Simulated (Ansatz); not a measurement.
# MnO: the cost of one run

Method: DFT r²SCAN+U (U_eff = 4 eV on Mn d), plane waves, PAW, in Ansatz 0.2.0.

## (1) Starting point

Symmetry: P-6m2, No. 187, hexagonal system. The conventional cell has a = 2.969 Å, b = 2.969 Å, c = 2.898 Å, α = 90.00°, β = 90.00°, γ = 120.00°. Around Mn (site symmetry -6m2) lie 6 O at 2.24 Å. Around O (site symmetry -6m2) lie 6 Mn at 2.24 Å.

Structure file:

```cif
data_structure
_symmetry_space_group_name_H-M 'P 1'
_symmetry_Int_Tables_number 1
_cell_length_a 2.9695
_cell_length_b 2.9695
_cell_length_c 2.8981
_cell_angle_alpha 90.000
_cell_angle_beta 90.000
_cell_angle_gamma 120.000
_cell_volume 22.13
loop_
_atom_site_label
_atom_site_type_symbol
_atom_site_fract_x
_atom_site_fract_y
_atom_site_fract_z
_atom_site_occupancy
Mn1 Mn 0.00000 0.00000 0.00000 1
O1 O 0.66667 0.33333 0.50000 1
```

Magnetic order typed: ferromagnetic.

## (2) From atoms, symmetry kept, no search

input.yaml reads:

```yaml
crystal:
  lattice:
    - [2.96948591, 0.0, 0.0]
    - [-1.48474296, 2.57165023, 0.0]
    - [0.0, 0.0, 2.89807113]
  atoms:
    - { symbol: Mn, position: [0.0, 0.0, 0.0], spin: 5.0 }
    - { symbol: O, position: [0.6666666667, 0.3333333333, 0.5] }
basis:
  ecutwfc: 500
  ecutrho_ratio: 4
kpoints:
  mp_grid: { grid: [7, 7, 7] }
hamiltonian:
  xc: r2scan
  hubbard: { sites: [{ site: 0, l: d, u_eff: 4.0 }] }
scf:
  occupations: { method: gaussian, width: 0.05 }
  lower_state_search: "off"
  max_iter: 150
output:
  forces: true
  stress: true
  eigenvalues: true
  populations: true
  hubbard: { sites: [{ site: 0, l: d }] }
magnetization:
  spin_polarized: true
```

Started as:

```
> ansatz run input.yaml --threads 2 --pin off --max-ram 3072MiB --backend cpu --events-out ev --progress --plain --runs-dir out
```

**Question.** How long does this run take on 2 threads of Arm Neoverse N1, shared host, and how much memory does it need?

About 10 s, with a peak of 0.37 GiB.
